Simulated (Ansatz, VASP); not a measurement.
# One calculation of Mg, two programs

```xyz
4
Lattice="12.0000 0.0000 0.0000 0.0000 9.3000 0.0000 0.0000 0.0000 5.9154" Properties=species:S:1:pos:R:3 pbc="T T T"
Mg    4.4526    4.6500    0.0000
Mg    4.4526    4.6500    2.9577
Mg    7.5474    4.6500    0.0000
Mg    7.5474    4.6500    2.9577
```

Alike in both runs: functional PBE; k mesh 1 × 1 × 11; occupations gaussian, width 0.05 eV; collinear spin.

Ansatz relaxed the structure, and its values are those at the end. VASP's run is a single point on that final structure, the one shown.

|  | VASP | Ansatz |
| --- | --- | --- |
| version | VASP 6.6.1 | Ansatz 0.2.0 |
| potentials or method | VASP PAW PBE potentials, release 64 (Mg) | scalar-relativistic, plane waves, PAW |
| plane-wave cutoff (eV) | 520 | 420 |
| valence electrons in the cell | 8 | 40 |

```csv
,VASP,Ansatz,Ansatz less VASP
gap on the k mesh at the Fermi level (eV),none,none,-
net moment per atom (μB),0.23,0.23,0.000
size of the moment on the site where the two differ most (μB),0.02,0.04,+0.025
```

Site moments also hang on the region over which each program counts them. A gap of «none» marks a metal or a gap that the smearing closes. The two sets of potentials don't hold the same shells in valence. Ansatz warned: «xc_potential_rough_in_thin_density».
